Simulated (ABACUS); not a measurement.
Runs of ABACUS 3.10.1 on CdO (Monteponite). It takes space group Fm-3m (No. 225, cubic). The conventional cell has a = 4.699 Å, b = 4.699 Å, c = 4.699 Å, α = 90.00°, β = 90.00°, γ = 90.00°. Cd (site symmetry m-3m) has 6 O at 2.35 Å as nearest neighbours. O (site symmetry m-3m) is surrounded by 6 Cd at 2.35 Å. 

| level | potentials or basis | k mesh | SCF threshold on the density | eigensolver | share of exact exchange | threshold of the auxiliary basis | range of the exchange potential (exx_ccp_rmesh_times) | mesh quality | gap on the mesh (eV) |
| --- | --- | --- | --- | --- | --- | --- | --- | --- | --- |
| PBE0-type (share 0.4) | SG15 ONCV 1.2 PBE, DZP LCAO (the cutoffs set its grid) | 4 × 4 × 4 | 1e-07 | genelpa | 0.4 | 0.001 | 2.5 | coarse | 2.73 |
| PBE0-type (share 0.25) | SG15 ONCV 1.2 PBE, DZP LCAO (the cutoffs set its grid) | 4 × 4 × 4 | 1e-07 | genelpa | 0.25 | 0.001 | 2.5 | coarse | (a) |
| PBE0-type (share 0.1) | SG15 ONCV 1.2 PBE, DZP LCAO (the cutoffs set its grid) | 4 × 4 × 4 | 1e-07 | genelpa | 0.1 | 0.001 | 2.5 | coarse | 0.32 |
| PBEsol | PseudoDojo NC SR 0.4.1 PBEsol standard, plane waves | 10 × 10 × 10 | 1e-08 | dav | - | - | - | not flagged | none |

Alike in all rows: task single point; no spin polarisation; cell as given; cutoff (eV) 1401; smearing fermi-dirac 0.05 eV.

Estimate the missing entries.

(a) 1.51.

Caveats: some runs use coarse meshes; the atomic orbitals were generated for these runs and aren't a published set (some runs); gaps of hybrids in this basis differ from plane-wave ones by up to 0.1 eV (some runs); the basis of atomic orbitals isn't converged, which shifts pressures, moduli and gaps (some runs); this crystal is a semiconductor, whose small gap the functional closes, so the metal is an error of the method (some runs).

A k mesh can miss the band edges, and the runs leave out spin-orbit coupling on Cd.

A gap of «none» marks a metal or a gap under the smearing width.

Runs at the PBE level aren't shown here.
